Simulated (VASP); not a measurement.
# LiH: relaxation of cell and atoms with r2SCAN

The system is LiH.

```
Li H
1.0
     0.00000    2.00862    2.00862
     2.00862    0.00000    2.00862
     2.00862    2.00862    0.00000
Li H
1 1
Direct
  0.00000 0.00000 0.00000
  0.50000 0.50000 0.50000
```

The cell is a database's computed one.

```json
{
  "Program": "VASP 6.6.1",
  "Task": "relaxation of cell and atoms",
  "Functional": "r2SCAN",
  "Potentials or basis": "VASP PAW PBE potentials, release 64 (Li_sv, H)",
  "Cutoff": "600 eV",
  "k mesh": "10 × 10 × 10",
  "Occupations": "gaussian, width 0.02 eV",
  "Spin": "no spin polarisation",
  "Further INCAR settings": "ALGO = Normal; EDIFF = 1e-07; IBRION = 2; EDIFFG = -0.005; NSW = 90; ISIF = 3"
}
```

| Item | Value |
| --- | --- |
| Relaxed volume | 7.95 Å³/atom |
| Relaxed cell | a = 2.823 Å, b = 2.823 Å, c = 2.823 Å, α = 60.00°, β = 60.00°, γ = 60.00° |
| Space group after relaxing (to 0.05 Å) | Fm-3m (No. 225) |
| Energy gained by relaxing | 0.3 meV/atom |
| Ionic steps | 5 |
| Pressure after relaxing | 0.0 GPa |
| Band gap on the k mesh | 3.57 eV, direct |

Step by step:
```
step  energy change (eV)  largest force (eV/Å)  pressure (GPa)  volume (Å³)
   1              0.0000                0.0000           -0.69        16.21
   2             -0.0003                0.0000           -0.53        16.13
   3             -0.0006                0.0000           -0.19        15.98
   4             -0.0004                0.0000            0.48        15.70
   5             -0.0007                0.0000            0.01        15.90
```

Final structure:
```
CELL_PARAMETERS angstrom
0.00000 1.99598 1.99598
1.99598 0.00000 1.99598
1.99598 1.99598 0.00000
ATOMIC_POSITIONS crystal
Li 0.00000 0.00000 0.00000
H 0.50000 0.50000 0.50000
```

Levels at points of the mesh, in eV from the valence-band top:
| k point | band 1 | band 2 | band 3 | band 4 | band 5 | band 6 |
| --- | --- | --- | --- | --- | --- | --- |
| (0.00, 0.00, 0.00) | -45.72 | -5.49 | 17.79 | 19.52 | 19.52 | 19.52 |
| (0.50, 0.00, 0.00) | -45.67 | -2.68 | 5.70 | 15.05 | 18.27 | 18.27 |
| (0.50, 0.50, 0.00) | -45.66 | 0.00 | 3.57 | 11.80 | 11.80 | 15.12 |

Run time: 110 s on 1 thread of AMD EPYC 7R13 Processor (Zen 3), with other jobs on the host, peak memory 0.1 GiB.

Caveat: the cutoff is under 1.25 times the usual one of these potentials, so pressure, stress and relaxed cells hold a basis-set (Pulay) error; the PAW data sets were made with another functional, which shifts forces and pressure a little. A k mesh can miss the band edges.
